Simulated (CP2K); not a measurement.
**Moving the choice of potentials or basis in KCl**

Symmetry: Fm-3m, No. 225, cubic system. Conventional cell: a = 6.293 Å, b = 6.293 Å, c = 6.293 Å, α = 90.00°, β = 90.00°, γ = 90.00°. K (site symmetry m-3m) has 6 Cl at 3.15 Å as nearest neighbours. Around Cl (site symmetry m-3m) lie 6 K at 3.15 Å.

Kept alike: task band structure; functional PBE; k mesh 7 × 7 × 7; occupations fermi-dirac, width 0.05 eV; no spin polarisation. Program: CP2K. The mesh is that of the run's cell of 2 atoms. No spin-orbit coupling.

| choice of potentials or basis | band gap (eV) | pressure (GPa) |
| --- | --- | --- |
| GTH_POTENTIALS K GTH-PBE-q9, Cl GTH-PBE-q7; DZVP-MOLOPT-SR-GTH basis | 5.179 | 0.92 |
| GTH_POTENTIALS K GTH-PBE-q9, Cl GTH-PBE-q7; TZVP-MOLOPT-SR-GTH, TZVP-MOLOPT-GTH basis | 5.169 | 0.83 |
| POTENTIAL_UZH K GTH-PBE-q9, Cl GTH-PBE-q7; DZVP-MOLOPT-PBE-GTH basis | 5.154 | 0.94 |
| POTENTIAL_UZH K GTH-PBE-q9, Cl GTH-PBE-q7; TZV2P-MOLOPT-PBE-GTH basis | 5.164 | 0.74 |
| POTENTIAL_UZH K GTH-PBE-q9, Cl GTH-PBE-q7; TZVP-MOLOPT-PBE-GTH basis | 5.159 | 0.79 |
| POTENTIAL_UZH K GTH-PBE-q9, Cl GTH-PBE-q7; ccGRB-D basis | 5.337 | 1.84 |
| all electrons (GAPW); pob-DZVP-rev2 basis | 6.018 | -2.21 |
| all electrons (GAPW); pob-TZVP-rev2 basis | 5.950 | 0.74 |

Pressure is positive in compression. Runs of this series that gave no sound value for these columns are left out. Gaps are the smaller of the mesh's and the band path's.

Problem. What does the choice of potentials or basis change here?

Solution. The band gap runs from 5.154 (POTENTIAL_UZH K GTH-PBE-q9, Cl GTH-PBE-q7; DZVP-MOLOPT-PBE-GTH basis) to 6.018 eV (all electrons (GAPW); pob-DZVP-rev2 basis). The pressure runs from -2.21 (all electrons (GAPW); pob-DZVP-rev2 basis) to 1.84 GPa (POTENTIAL_UZH K GTH-PBE-q9, Cl GTH-PBE-q7; ccGRB-D basis).
